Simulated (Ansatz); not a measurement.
Input of an Ansatz 0.2.0 run:

Contents of input.yaml:

```yaml
crystal:
  lattice:
    - [0.0, 3.0702711986, 3.0702711986]
    - [3.0702711986, 0.0, 3.0702711986]
    - [3.0702711986, 3.0702711986, 0.0]
  atoms:
    - { symbol: Cd, position: [0.0, 0.0, 0.0] }
    - { symbol: Se, position: [0.25, 0.25, 0.25] }
hamiltonian:
  xc: hse06
  pseudopotentials: { kind: paw }
kpoints:
  mp_grid: { grid: [4, 4, 4] }
  band_path:
    path:
      - [[0.0, 0.0, 0.0], [0.5, 0.0, 0.5], [0.5, 0.25, 0.75], [0.375, 0.375, 0.75], [0.0, 0.0, 0.0], [0.5, 0.5, 0.5], [0.625, 0.25, 0.625], [0.5, 0.25, 0.75], [0.5, 0.5, 0.5], [0.375, 0.375, 0.75]]
      - [[0.625, 0.25, 0.625], [0.5, 0.0, 0.5]]
    npoints: 4
scf:
  occupations: { method: fermi_dirac, width: 0.05 }
  n_extra_bands: 6
output:
  forces: true
  stress: true
  eigenvalues: true
  fatbands: false
```

Potentials or basis: Ansatz PAW.

The run is started by

```console
$ ansatz run input.yaml --threads 2 --pin off --max-ram 5632MiB --backend cpu --events-out ev --progress --plain --runs-dir out
```

(1) Predict the band gap along the path.

(2) What does it give for the pressure?

(3) Predict the band gap on the k mesh.

## Answers

(1) 1.49 eV, direct.

(2) 0.2 GPa.

(3) 1.49 eV, direct.

Caveat: the k mesh is coarse (spacing up to 0.44 Å⁻¹), so the values aren't converged, least of all with exact exchange; the PAW data sets come from PBE, with cores solved anew for the run's functional, which leaves a small shift of forces and pressure; the thresholds are loose for stress.
